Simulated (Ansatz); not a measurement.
Fe: converged, but where?

Fe is taken as an experimental structure (space group Fm-3m, primitive cell doubled), 2 atoms in the cell. The computed pressure is over 10 GPa in size, so the cell is far from the computed equilibrium volume. Source: COD entry 9016480; the sample's temperature and pressure aren't taken into account, and it need not be the stable phase.

Method: Ansatz development build ahead of 0.2.0, DFT, r2SCAN, PAW, plane waves, scalar-relativistic.

```yaml
crystal:
  lattice:
    - [-1.7595, -1.7595, -3.519]
    - [1.7595, -1.7595, 0.0]
    - [-1.7595, -1.7595, 0.0]
  atoms:
    - { symbol: Fe, position: [0.0, 0.0, 0.0] }
    - { symbol: Fe, position: [0.5, 0.5, 0.0], spin: 4.0 }
magnetization:
  spin_polarized: true
hamiltonian:
  xc: r2scan
  pseudopotentials: { kind: paw }
basis:
  ecutwfc: 500
kpoints:
  mp_grid: { grid: [7, 10, 12] }
scf:
  occupations: { method: fermi_dirac, width: 0.05 }
  lower_state_search: "off"
output:
  forces: true
  stress: true
```

It took 76 s on 2 threads of Arm Neoverse V2 (shared host), peak memory 0.55 GiB.

The end of the output:

```
SCF converged after 46 iterations
Magnetization: 0.7247 μB (16.3623 up, 15.6377 down)
Absolute magnetization: 4.5098 μB (∫|ρ↑−ρ↓|, with the PAW one-centre terms)
Spin contamination: 1.6534 ħ² per cell (⟨S²⟩ above its minimum at these occupations)
Per-site moments (μB) at R_I (Å): [(-1.8070, 1.0264), (2.5606, 1.0264)]
Free energy (F): -8970.989500 eV
Harris-Foulkes:  -8970.989500 eV  (|F-HF|=5.89e-8)
Internal energy: -8970.971547 eV  (E = F + TS)
E sigma→0 (E₀):  -8970.980523 eV
Entropy (-TS):   -0.017954 eV (-8.977 meV/atom)
Fermi energy:    19.883400 eV
--- Forces (eV/Å), atoms counted from 1 ---
  atom   1  Fe     0.00000000     0.00000000     0.00000000
  atom   2  Fe    -0.00000000    -0.00000000     0.00000000
--- Stress (GPa, compression-positive) ---
       -1.461748       0.314850      -0.018009
        0.314850      -1.461748      -0.018009
       -0.018163      -0.018163      18.994813
  P = ⅓ Tr σ = 5.3571 GPa (53.571 kbar)
```

The mesh has less symmetry than the lattice, which lowers the symmetry of the run.

r2SCAN tends to overstate moments and magnetic energies in itinerant metals.

Site moments are taken inside atomic spheres and don't add up to the total.

Question: The run converged. Is this the lowest state of the cell, and if not, what lies lower and how is it reached?

Answer: No. A state 218 meV/atom (0.437 eV per cell) lower exists in this cell: ferromagnetic, site moments Fe1 2.80, Fe2 2.80 μB, total 5.40 μB per cell, no gap on the k-mesh. It was reached from: parallel moments, default search for lower states [Fe1 4.00, Fe2 4.00 μB]; usual moments times 0.4, signs ++, plain SCF [Fe1 1.60, Fe2 1.60 μB]. The wrong state matters: the pressure is 23.4 GPa there against 5.4 GPa here. States within about 5 meV/atom are too close for this mesh, smearing and search to settle their order. This multiple of the primitive cell fits some opposed orders; other multiples fit others. The order of the states may change once the cell relaxes. Only collinear orders within this cell were tried; the true ground state may need a larger cell.
